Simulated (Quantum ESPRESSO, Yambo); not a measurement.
# Quasiparticle gap of KBr (Fm-3m) in Yambo, part 3 of 3

Aim: the G0W0 gap of KBr (Fm-3m) on PBE, step by step.

Quantum ESPRESSO 7.5 and Yambo 5.3.0; PBE and many-body steps on it, plane waves. Known limits of the many-body steps: not at the basis limit; no spin-orbit coupling.

So far. Step 3 (Bands along the symmetry lines): The gap is 4.436 eV, as in the run before at this level. Step 4 (Empty states on the mesh, 4×4×4 mesh, 57 bands): On this mesh the gap is 4.436 eV.

### 6. Screening and self-energy, 4×4×4 mesh, 57 bands, screening to 81.6 eV

Now the one-shot GW correction: screening in the RPA, then the self-energy of the levels asked for.

This step: G0W0 on PBE, plane waves, norm-conserving pseudopotentials.

Input file gw1.in:

```
HF_and_locXC
gw0
dyson
ppa
em1d
rim_cut
RandQpts= 1000000
RandGvec= 1 RL
EXXRLvcs= 66 Ry
VXCRLvcs= 264 Ry
Chimod= "HARTREE"
% BndsRnXp
 1 | 57 |
%
NGsBlkXp= 6 Ry
% LongDrXp
 1 | 1 | 1 |
%
% GbndRnge
 1 | 57 |
%
DysSolver= "n"
ExtendOut
PPAPntXp= 27.21138 eV
% QPkrange
 1 | 8 | 3 | 12 |
%
```

The run is started by

```
> OMP_NUM_THREADS=1 mpirun -n 4 yambo -F gw1.in -J gw1 -C gw1 > gw1.log
```

Log:

```text
 Yambo, version 5.3.0

 [02] CORE Variables Setup
 =========================

  [... cell, symmetries and grids as in the set-up ...]

  [02.05] Energies & Occupations
  ==============================

  [X] === General ===
  [X] Electronic Temperature                        :  0.000000  0.000000 [eV K]
  [X] Bosonic    Temperature                        :  0.000000  0.000000 [eV K]
  [X] Finite Temperature mode                       : no
  [X] El. density                                   :  0.22261E+24 [cm-3]
  [X] Fermi Level                                   :  1.116510 [eV]

  [X] === Gaps and Widths ===
  [X] Conduction Band Min                           :  4.435891 [eV]
  [X] Valence Band Max                              :  0.000000 [eV]
  [X] Filled Bands                                  :   8
  [X] Empty Bands                                   :    9   57
  [X] Direct Gap                                    :  4.435891 [eV]
  [X] Direct Gap localized at k                     :  1
  [X] Indirect Gap                                  :  4.435891 [eV]
  [X] Indirect Gap between kpts                     :  1  1
  [X] Last valence band width                       :  0.536238 [eV]
  [X] 1st conduction band width                     :  2.953290 [eV]

 [03] Transferred momenta grid and indexing
 ==========================================

 IBZ Q-points                                      :   8
 BZ  Q-points                                      :   64

 K/Q-points units:
 rlu = crystal or reduced units; cc = cartesian coordinates; iku = interal k-units

 Q [1]          [rlu]:  0.000000  0.000000  0.000000
 Q [2]          [rlu]: -0.15345E-16  0.40166E-16  0.25000
 Q [3]          [rlu]:  0.30690E-16 -0.80332E-16 -0.50000
 Q [4]          [rlu]: -0.46171E-17  0.25000      0.25000
 Q [5]          [rlu]: -0.20915E-17  0.25000      0.50000
 Q [6]          [rlu]: -0.24821E-16  0.25000     -0.25000
 Q [7]          [rlu]:  0.92343E-17 -0.50000     -0.50000
 Q [8]          [rlu]:  0.250000 -0.500000 -0.250000

 [04] Coloumb potential Random Integration (RIM)
 ===============================================

  [04.01] RIM initialization
  ==========================

  * Diagonal components only detected *

  8 x (sBL volume)        :  0.063927 [a.u.]
  sBZ random points       :  1000000
  Points outside the sBZ  :   7968281
  RL volume               :  0.511412 [a.u.]
  Integrated volume       :  0.513448 [a.u.]

  [04.02] RIM integrals
  =====================

  Gamma point sphere radius             :  0.072529 [a.u.]
  Points outside the sphere             :   800476
  [Int_sBZ(q=0) 1/q^2]*(Vol_sBZ)^(-1/3) =:  7.776341
                                 should be <:  7.795600

  Summary of Coulomb integrals for non-metallic bands |Q|[au] RIM/Bare

  Q [1] 0.100000E-4 0.997530 * Q [2] 0.218141 1.068480
  Q [4] 0.251888 1.066792 * Q [6] 0.356223 1.029814
  Q [5] 0.417709 1.022655 * Q [3] 0.436282 1.020683
  Q [7] 0.503776 1.017590 * Q [8] 0.563238 1.014367

 [05] Dipoles
 ============

  [05.01] Setup: observables and procedures
  =========================================

 [06] Dynamic Dielectric Matrix (PPA)
 ====================================

 [WR./gw1//ndb.pp]---------------------------------------------------------------
  Brillouin Zone Q/K grids (IBZ/BZ)                :    8   64    8   64
  RL vectors                                       :   5329 [WF]
  Coulomb cutoff potential                         : none
  Electronic Temperature                           :  0.000000 [K]
  Bosonic    Temperature                           :  0.000000 [K]
  PPA    diel. fun.  energies                      : Perdew, Burke & Ernzerhof(X)+Perdew, Burke & Ernzerhof(C)
  wavefunctions                                    : Perdew, Burke & Ernzerhof(X)+Perdew, Burke & Ernzerhof(C)
  Global Gauge                                     : length
  X matrix size                                    :  137
  X band range                                     :    1   57
  X e/h energy range                               : -1.000000 -1.000000 [eV]
  X Time ordering                                  : R
  X Hxc Kernel                                     : HARTREE
  X Drude frequency                                :  0.000000  0.000000
  X poles                                          :  100.0000 [o/o]
  RL vectors in the sum                            :   5329
  [r,Vnl] included                                 : yes
  Field direction                                  :  0.577350E-5  0.577350E-5  0.577350E-5
  BZ energy Double Grid                            : no
  BZ energy DbGd points                            : 0
  BZ Q point size factor                           : -1.000000
  X Optical Averaged directions                    : none

 [07] Local Exchange-Correlation + Non-Local Fock
 ================================================

 [VXC] Plane waves :   35149
 [EXS] Plane waves :   4573

 QP @ state[ 1 ] K range:   1   8
 QP @ state[ 1 ] b range:   3  12

 [xc] Functional : Perdew, Burke & Ernzerhof(X)+Perdew, Burke & Ernzerhof(C)
 [xc] LIBXC used to calculate xc functional
  PP Number of Atomic Species                      :  2
  NLCC RL compoments                               :   35149
  PP Number of Atomic Species                      :  2
  NLCC RL compoments                               :   35149

 [xc] E_xc :  -7.007144 [Ha]
      E_xc :  -14.01429 [Ry]

  Local XC kind (lXC) : Perdew, Burke & Ernzerhof(X)+Perdew, Burke & Ernzerhof(C)
  Non-Local XC kind (nlXC) : Hartree-Fock

  Corrections @ K [1] :  [eV]
 <3|nlXC|3> = -24.85443  0.32581E-16 <3|lXC|3> = -17.88555  0.37762E-15
 <4|nlXC|4> = -24.85453  0.98355E-17 <4|lXC|4> = -17.88554 -0.94412E-16
 <5|nlXC|5> = -24.85453 -0.20843E-16 <5|lXC|5> = -17.88555  0.37757E-15
 <6|nlXC|6> = -16.53822  0.38741E-17 <6|lXC|6> = -12.76049 -0.18882E-15
 <7|nlXC|7> = -16.53826  0.17600E-16 <7|lXC|7> = -12.76049  0.41329E-20
 <8|nlXC|8> = -16.53814 -0.26385E-17 <8|lXC|8> = -12.76049  0.18882E-15
 <9|nlXC|9> = -3.121299 -0.74161E-18 <9|lXC|9> = -6.660642  0.94414E-16
 <10|nlXC|10> = -3.776984  0.27757E-18 <10|lXC|10> = -8.409026 -0.94408E-16
 <11|nlXC|11> = -3.776910 -0.11366E-17 <11|lXC|11> = -8.409026 -0.94411E-16
 <12|nlXC|12> = -3.776933 -0.87287E-18 <12|lXC|12> = -8.409025  0.11801E-15

  Corrections @ K [2] :  [eV]
[...]
Corrections @ K [3] :  [eV]
[...]
Corrections @ K [4] :  [eV]
[...]
Corrections @ K [5] :  [eV]
[...]
[... 2 further k-points ...]
  Corrections @ K [8] :  [eV]
[...]
<8|nlXC|8> = -15.99096 -0.16153E-17 <8|lXC|8> = -12.05394  0.94410E-16
 <9|nlXC|9> = -3.580999 -0.41711E-18 <9|lXC|9> = -7.773244 -0.47210E-16
 <10|nlXC|10> = -3.581321  0.31162E-18 <10|lXC|10> = -7.773242 -0.64894E-16
 <11|nlXC|11> = -3.908558  0.10742E-17 <11|lXC|11> = -8.351924  0.16520E-15
 <12|nlXC|12> = -4.440875  0.40026E-18 <12|lXC|12> = -9.801482  0.69006E-20

  [07.01] Hartree-Fock occupations report
  =======================================

  [Hartree-Fock] === General ===
  [Hartree-Fock] Electronic Temperature             :  0.000000  0.000000 [eV K]
  [Hartree-Fock] Bosonic    Temperature             :  0.000000  0.000000 [eV K]
  [Hartree-Fock] Finite Temperature mode            : no
  [Hartree-Fock] El. density                        :  0.22261E+24 [cm-3]
  [Hartree-Fock] Fermi Level                        :  1.116510 [eV]

  [Hartree-Fock] === Gaps and Widths ===
  [Hartree-Fock] Conduction Band Min                :  7.975233 [eV]
  [Hartree-Fock] Valence Band Max                   : -3.777654 [eV]
  [Hartree-Fock] Filled Bands                       :   8
  [Hartree-Fock] Empty Bands                        :    9   57
  [Hartree-Fock] Direct Gap                         :  11.75289 [eV]
  [Hartree-Fock] Direct Gap localized at k          :  1
  [Hartree-Fock] Indirect Gap                       :  11.75289 [eV]
  [Hartree-Fock] Indirect Gap between kpts          :  1  1
  [Hartree-Fock] Last valence band width            :  0.695599 [eV]
  [Hartree-Fock] 1st conduction band width          :  3.606192 [eV]

 [08] Dyson equation: Newton solver
 ==================================

  [08.01] G0W0 (W PPA)
  ====================

  [  GW  ] Bands range     :    1   57
  [GW/PPA] G damping       :  0.100000 [eV]

  QP @ state[ 1 ] K range:   1   8
  QP @ state[ 1 ] b range:   3  12

   Sc/G bands                                       :    1   57
   Sc/G damping                                     :  0.100000 ev
   Sc bands terminator                              : no
   Sx RL components                                 :   4573

   QP @ state[ 1 ] K range                          :   1   8
   QP @ state[ 1 ] b range                          :   3  12
   GF energies kind                                 : Perdew, Burke & Ernzerhof(X)+Perdew, Burke & Ernzerhof(C)
   GF WF`s kind                                     : Perdew, Burke & Ernzerhof(X)+Perdew, Burke & Ernzerhof(C)
   Xs energies kind                                 : Perdew, Burke & Ernzerhof(X)+Perdew, Burke & Ernzerhof(C)
   Xs WF`s kind                                     : Perdew, Burke & Ernzerhof(X)+Perdew, Burke & Ernzerhof(C)

 [11] Game Over & Game summary
```

Wall time 92 s (4 MPI ranks of Arm Neoverse V2, shared host); peak memory 1.6 GiB.

Numbers from this step:

```
G0W0 gap on the mesh                         : 6.683 eV
starting gap on the mesh                     : 4.436 eV
k of the valence top                         : 0, 0, 0
k of the conduction bottom                   : 0, 0, 0
least direct G0W0 gap on the computed points : 6.683 eV
Z at the valence top                         : 0.8294
Z at the conduction bottom                   : 0.8752
```

The gap on the mesh goes from 4.44 eV to 6.68 eV, a correction of +2.25 eV.

Limits: finite bands, cutoff and mesh; no spin-orbit coupling. v1 is the top filled band, c1 the lowest empty one. Levels before and after the correction, in eV, zero at the valence-band top of each column:

```tsv
	conduction bottom	valence top
Kohn-Sham	4.44	0.00
G0W0	6.68	0.00
```

```tsv
	level	energy (eV)
Kohn-Sham	Γ v4	-11.255
Kohn-Sham	Γ v3-v1	0.000
Kohn-Sham	Γ c1	4.436
Kohn-Sham	Γ c2-c4	7.608
G0W0	Γ v4	-12.956
G0W0	Γ v3-v1	-0.001
G0W0	Γ c1	6.683
G0W0	Γ c2-c4	10.753
```

### 7. Where the time went

Times are wall times on the hardware named with each run, good to a factor of about two.

```tsv
step	time	share	memory (GiB)
ground state	5.1 s	5 %	0.27
bands along the symmetry lines	6.3 s	6 %	0.22
empty states on the mesh	4 s	4 %	0.3
conversion and set-up	2.5 s	2 %	0.25
screening and self-energy	92 s	84 %	1.6
```

### 8. Results

| Quantity | Value |
| --- | --- |
| PBE gap | 4.44 eV, direct |
| G0W0 gap on the mesh | 6.68 eV |
| GW settings | 4×4×4 mesh, 57 bands, screening to 81.6 eV, Godby-Needs plasmon pole |
| known limits | not at the basis limit; no spin-orbit coupling |

In words: G0W0 moves the gap on the mesh from 4.44 eV to 6.68 eV (+2.25 eV), with Z of 0.83 and 0.88 at the edges. The dearest step here is «screening and self-energy». Bands and cutoff are finite, so the gap is not at the basis limit. The miss can reach some tenths of an eV and take either sign; the mesh is an error of its own. The many-body steps are scalar-relativistic: spin-orbit coupling is not in them.

[Paths, hosts, dates, memory and timing lines, banners, echoed tables and standing remarks are left out of the program output.]

[Logs are printed without paths, hosts, clocks, repeated set-up lines and the standing remarks that a program may print on its own settings, such as how far it seeks lower states.]

[Runs of the session that timed out or met a known fault of the program may be left out.]

[Hosts, paths, dates, database ids (printed as entryN), source tags and the programs' standing remarks are cut or masked in the printed files.]
